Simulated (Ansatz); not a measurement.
The system is InSe.

```
In Se
1.0
     4.04733    0.00000    0.00000
    -2.02366    3.50509    0.00000
     0.00000    0.00000   18.05206
In Se
4 4
Direct
  0.33333 0.66667 0.07739
  0.33333 0.66667 0.92261
  0.00000 0.00000 0.42261
  0.00000 0.00000 0.57739
  0.33333 0.66667 0.35298
  0.33333 0.66667 0.64702
  0.66667 0.33333 0.14700
  0.66667 0.33333 0.85300
```

Measurements of this composition are mostly on another form, of space group No. 160.

| Item | Value |
| --- | --- |
| Program | Ansatz 0.2.0 |
| Task | single point |
| Functional | PBEsol |
| Potentials or basis | Ansatz PAW |
| Cutoff | 420 eV (not typed: the program's choice for these potentials) |
| k mesh | 8 × 8 × 2 |
| Occupations | fermi-dirac, width 0.05 eV |
| Spin | no spin polarisation |

On this cell: pressure -0.8 GPa; largest force 0.061 eV/Å; band gap on the k mesh 0.64 eV, direct.

The same run follows on a disturbed copy (atoms moved at random, drawn with an rms of 0.05 Å):

```
In Se
1.0
     4.04733    0.00000    0.00000
    -2.02366    3.50509    0.00000
     0.00000    0.00000   18.05206
In Se
4 4
Cartesian
  -0.0076 2.3708 1.4003
  -0.0024 2.3392 16.6510
  0.0004 -0.0065 7.6303
  0.0414 -0.0095 10.4017
  0.0143 2.3419 6.3458
  0.0079 2.3242 11.7071
  2.0338 1.1791 2.6497
  2.0205 1.1562 15.4045
```

What changes?

The energy moves by +2.0 meV/atom; pressure -1.0 GPa; largest force 0.366 eV/Å; band gap on the k mesh 0.66 eV, direct.

Forces on the atoms (eV/Å):
```
In   0.081 -0.124 -0.145
In   0.000 -0.072  0.156
In   0.061  0.051 -0.213
In  -0.142 -0.003  0.337
Se  -0.057 -0.056  0.159
Se   0.138  0.009 -0.283
Se  -0.084  0.110  0.065
Se   0.003  0.085 -0.075
```

Stress tensor (GPa, compression positive):
```
-1.23  0.00  0.08
 0.00 -1.07  0.06
 0.08  0.06 -0.72
```

Caveats: spin-orbit coupling is left out, which moves the levels of the heavy elements; the PAW data sets come from PBE, with cores solved anew for the run's functional, which leaves a small shift of forces and pressure; this functional lacks dispersion, which binds the layers, so the pressure and a relaxed spacing across them are unreliable (some runs).

A k mesh can miss the band edges.
